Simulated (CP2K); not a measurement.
# CdSe (Fm-3m) in CP2K: equation of state, part 2 of 2

CP2K 2026.2. Earlier steps stand in the parts before.

**8. Single point, PBE, 25.16 Å³/atom (volume scaled by 1.06)**

The input, cdse_eos.inp:

```
&GLOBAL
  PROJECT cdse_eos
  RUN_TYPE ENERGY_FORCE
  PRINT_LEVEL LOW
&END GLOBAL
&FORCE_EVAL
  METHOD QS
  STRESS_TENSOR ANALYTICAL
  &DFT
    BASIS_SET_FILE_NAME BASIS_MOLOPT_UZH
    POTENTIAL_FILE_NAME POTENTIAL_UZH
    WFN_RESTART_FILE_NAME previous-RESTART.kp
    &MGRID
      CUTOFF 450
      REL_CUTOFF 60
      NGRIDS 5
    &END MGRID
    &QS
      METHOD GPW
      EPS_DEFAULT 1.0E-10
    &END QS
    &KPOINTS
      SCHEME MONKHORST-PACK 8 8 8
      GAMMA_CENTERED T
      SYMMETRY T
      SYMMETRY_BACKEND SPGLIB
    &END KPOINTS
    &SCF
      SCF_GUESS RESTART
      EPS_SCF 1.0E-6
      MAX_SCF 100
      ADDED_MOS 10
      CHOLESKY OFF
      EPS_EIGVAL 1.0E-7
      &DIAGONALIZATION ON
        ALGORITHM STANDARD
      &END DIAGONALIZATION
      &MIXING ON
        METHOD BROYDEN_MIXING
        ALPHA 0.4
        BETA 1.5
        NBUFFER 8
      &END MIXING
      &SMEAR ON
        METHOD FERMI_DIRAC
        ELECTRONIC_TEMPERATURE 580.23
      &END SMEAR
    &END SCF
    &XC
      &XC_FUNCTIONAL
        &GGA_X_PBE
        &END GGA_X_PBE
        &GGA_C_PBE
        &END GGA_C_PBE
      &END XC_FUNCTIONAL
    &END XC
    &PRINT
      &KPOINTS ON
      &END KPOINTS
      &MULLIKEN ON
      &END MULLIKEN
      &MO ON
        ENERGIES T
        OCCUPATION_NUMBERS T
        &EACH
          QS_SCF 0
        &END EACH
        ADD_LAST NUMERIC
      &END MO
    &END PRINT
  &END DFT
  &SUBSYS
    &CELL
      ABC 4.1441045481 4.1441045481 4.1441045481
      ALPHA_BETA_GAMMA 60.0000000002 60.0000000004 60.0000000006
      PERIODIC XYZ
    &END CELL
    &COORD
      SCALED
      Cd  0.0000000000 0.0000000000 0.0000000000
      Se  0.5000000000 0.5000000000 0.5000000000
    &END COORD
    &KIND Cd
      BASIS_SET TZVP-MOLOPT-PBE-GTH-q12
      POTENTIAL GTH-PBE-q12
    &END KIND
    &KIND Se
      BASIS_SET TZVP-MOLOPT-PBE-GTH-q6
      POTENTIAL GTH-PBE-q6
    &END KIND
    &PRINT
      &ATOMIC_COORDINATES ON
      &END ATOMIC_COORDINATES
      &CELL ON
      &END CELL
    &END PRINT
  &END SUBSYS
  &PRINT
    &FORCES ON
    &END FORCES
    &STRESS_TENSOR ON
    &END STRESS_TENSOR
  &END PRINT
&END FORCE_EVAL
```

Potentials or basis: POTENTIAL_UZH Cd GTH-PBE-q12, Se GTH-PBE-q6; TZVP-MOLOPT-PBE-GTH basis.

Run with:

```sh
OMP_NUM_THREADS=1 cp2k.psmp -i cdse_eos.inp -o cdse_eos.out
```

cdse_eos.out:

```text

 CP2K| version string:                                       CP2K version 2026.2
 CP2K| Input file name                                              cdse_eos.inp

 GLOBAL| Force Environment number                                              1
 GLOBAL| Basis set file name                                    BASIS_MOLOPT_UZH
 GLOBAL| Potential file name                                       POTENTIAL_UZH
 GLOBAL| MM Potential file name                                     MM_POTENTIAL
 GLOBAL| Coordinate file name                                      __STD_INPUT__
 GLOBAL| Method name                                                        CP2K
 GLOBAL| Project name                                                   cdse_eos
 GLOBAL| Run type                                                   ENERGY_FORCE
 GLOBAL| FFT library                                                       FFTW3
[... 6 lines left out ...]
 GLOBAL| Total number of message passing processes                             1
 GLOBAL| Number of threads for this process                                    1
 GLOBAL| CPU model name                                                  UNKNOWN

 CELL| Volume [angstrom^3]:                                            50.324227
 CELL| Vector a [angstrom]:       4.144     0.000     0.000   |a| =     4.144105
 CELL| Vector b [angstrom]:       2.072     3.589     0.000   |b| =     4.144105
 CELL| Vector c [angstrom]:       2.072     1.196     3.384   |c| =     4.144105
 CELL| Angle (b,c), alpha [degree]:                                    60.000000
 CELL| Angle (a,c), beta  [degree]:                                    60.000000
 CELL| Angle (a,b), gamma [degree]:                                    60.000000
 CELL| Numerically orthorhombic:                                              NO
 CELL| Periodicity                                                           XYZ

 CELL_REF| Volume [angstrom^3]:                                        50.324227
 CELL_REF| Vector a [angstrom     4.144     0.000     0.000   |a| =     4.144105
 CELL_REF| Vector b [angstrom     2.072     3.589     0.000   |b| =     4.144105
 CELL_REF| Vector c [angstrom     2.072     1.196     3.384   |c| =     4.144105
 CELL_REF| Angle (b,c), alpha [degree]:                                60.000000
 CELL_REF| Angle (a,c), beta  [degree]:                                60.000000
 CELL_REF| Angle (a,b), gamma [degree]:                                60.000000
 CELL_REF| Numerically orthorhombic:                                          NO
 CELL_REF| Periodicity                                                       XYZ
[... 9 lines left out ...]
 TOTAL NUMBERS AND MAXIMUM NUMBERS

  Total number of            - Atomic kinds:                                   2
[... 131 lines left out ...]
 MO| EIGENVALUES AND OCCUPATION NUMBERS FOR K POINT 1
 MO|
 MO|  Index      Eigenvalue [a.u.]        Eigenvalue [eV]             Occupation
 MO|      1              -0.285723              -7.774928               2.000000
 MO|      2              -0.142614              -3.880720               2.000000
 MO|      3              -0.142614              -3.880719               2.000000
 MO|      4              -0.139031              -3.783229               2.000000
 MO|      5              -0.132824              -3.614324               2.000000
 MO|      6              -0.132824              -3.614320               2.000000
[... 286 lines left out ...]
 MO|     18               0.780853              21.248096               0.000000
 MO|     19               0.838677              22.821561               0.000000
 MO| Sum:                                                              18.000000
 MO| E(Fermi):            0.155031 a.u.          4.218608 eV
 MO| Band gap:            0.146015 a.u.          3.973265 eV

 MO| EIGENVALUES AND OCCUPATION NUMBERS FOR K POINT 13
 MO|
 MO|  Index      Eigenvalue [a.u.]        Eigenvalue [eV]             Occupation
 MO|      1              -0.281293              -7.654380               2.000000
 MO|      2              -0.140832              -3.832221               2.000000
 MO|      3              -0.136773              -3.721777               2.000000
 MO|      4              -0.135943              -3.699198               2.000000
 MO|      5              -0.131679              -3.583180               2.000000
 MO|      6              -0.126283              -3.436336               2.000000
[... 36 lines left out ...]
 MO|     18               0.745751              20.292918               0.000000
 MO|     19               0.839959              22.856441               0.000000
 MO| Sum:                                                              18.000000
 MO| E(Fermi):            0.155031 a.u.          4.218608 eV

 [... the levels of further k-points ...]

 !-----------------------------------------------------------------------------!
                     Mulliken Population Analysis

 #  Atom  Element  Kind  Atomic population                           Net charge
       1     Cd       1         11.668026                              0.331974
       2     Se       2          6.331974                             -0.331974
 # Total charge                             18.000000                 -0.000000

 !-----------------------------------------------------------------------------!

 ENERGY| Total FORCE_EVAL ( QS ) energy [hartree]            -55.532602751306619

 FORCES| Atomic forces [hartree/bohr]
 FORCES|   Atom     x               y               z               |f|
 FORCES|      1  5.05627135E-10  1.02488059E-08 -5.20492701E-10   1.02744632E-08
 FORCES|      2 -5.14013738E-10 -1.02599810E-08  5.19055794E-10   1.02859535E-08
 FORCES| Sum    -8.38660221E-12 -1.11750459E-11 -1.43690685E-12
 FORCES| Total atomic force                                       1.40456914E-11

 STRESS| Analytical stress tensor [bar]
 STRESS|                        x                   y                   z
 STRESS|      x       -2.96437024748E+04  -1.84098775548E-01  -1.08665455770E-01
 STRESS|      y       -1.84098775548E-01  -2.96435944031E+04   1.00165535497E-02
 STRESS|      z       -1.08665455770E-01   1.00165535497E-02  -2.96436339899E+04
 STRESS| 1/3 Trace                                            -2.96436436226E+04
 STRESS| Determinant                                          -2.60492216140E+13

 STRESS| Eigenvectors and eigenvalues of the analytical stress tensor [bar]
 STRESS|                        1                   2                   3
 STRESS| Eigenvalues  -2.96438697406E+04  -2.96436327561E+04  -2.96434283711E+04
 STRESS|      x           0.787158335709     -0.055212608442     -0.614274631084
 STRESS|      y           0.513912121536     -0.491948030314      0.702767007485
 STRESS|      z           0.340992794444      0.868872086869      0.358866564057
```

Wall time 52 s (1 thread of Arm Neoverse N1, shared host); peak memory 0.28 GiB.

Results:

* Free energy: -1511.1190 eV
* Pressure: -3.0 GPa
* Band gap on the k mesh: none (metal or under the smearing width)
* Mulliken charges: Cd +0.33; Se -0.33 e

Caveat: Mulliken charges move with the basis; the basis of atomic orbitals isn't converged, which shifts pressures, moduli and gaps.

**9. Equation of state, PBE**

Potentials or basis: POTENTIAL_UZH Cd GTH-PBE-q12, Se GTH-PBE-q6; TZVP-MOLOPT-PBE-GTH basis.

This step only gathers the single runs of the series.

What came out:

* Equilibrium volume: 23.79 Å³/atom
* Bulk modulus: 60 GPa
* Pressure derivative of the bulk modulus: 4.8

Energy against volume, from the lowest point:
```
volume (Å³/atom)  energy (meV/atom)
          22.314              19.43
          22.788               8.55
          23.263               2.25
          23.738               0.00
          24.213               1.34
          24.687               5.91
          25.162              13.36
```

Caveat: the basis of atomic orbitals isn't converged, which shifts pressures, moduli and gaps.
